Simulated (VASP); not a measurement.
Set up this calculation in VASP 6.6.1, as the native input.

| Quantity | Value |
| --- | --- |
| Task | single point |
| Functional | revPBE |
| Dispersion | D4 |
| Potentials or basis | VASP PAW PBE potentials, release 64 (Tl_d, Br) |
| Cutoff | 520 eV |
| k mesh | 4 × 4 × 4, shifted |
| Occupations | gaussian, width 0.1 eV |
| Spin | no spin polarisation |
| Dipole correction | no |
| Further INCAR settings | ALGO = Normal; EDIFF = 1e-06; NBANDS = 17 |

The structure of TlBr lies in POSCAR:

```
TlBr
1.0
    3.9800000000      0.0000000000      0.0000000000
    0.0000000000      3.9800000000      0.0000000000
    0.0000000000      0.0000000000      3.9800000000
Tl Br
1 1
Direct
    0.0000000000      0.0000000000      0.0000000000
    0.5000000000      0.5000000000      0.4974874372
```

These files were run (other wordings do the same):

INCAR

```
PREC = Accurate
ENCUT = 520
EDIFF = 1E-6
ISMEAR = 0
SIGMA = 0.1
LREAL = F
LASPH = T
NELM = 80
ALGO = Normal
ISIF = 2
LWAVE = F
LCHARG = F
GGA = RE
IVDW = 13
NBANDS = 17
```

KPOINTS

```
Automatic mesh
0
Gamma
  4 4 4
  0.5 0.5 0.5
```

Potentials or basis: VASP PAW PBE potentials, release 64 (Tl_d, Br).

The run is started by

```console
$ cat potpaw_PBE.64/Tl_d/POTCAR potpaw_PBE.64/Br/POTCAR > POTCAR
$ mpirun -np 1 vasp_std > vasp.out
```

It gave:

```yaml
Pressure: 4.9 GPa
Largest_force: 0.010 eV/Å
Band_gap_on_the_k_mesh: 3.29 eV, indirect (least direct gap 3.57 eV)
Dispersion_energy_per_atom: -0.523 eV
```

Caveat: the PAW data sets were made with another functional, which shifts forces and pressure a little; spin-orbit coupling is left out, which as a rule narrows the gap of such compounds by several tenths of an eV.

Run time: 13 s on 1 thread of Intel(R) Xeon(R) Platinum 8488C (Sapphire Rapids), with other jobs on the host, peak memory 0.16 GiB.
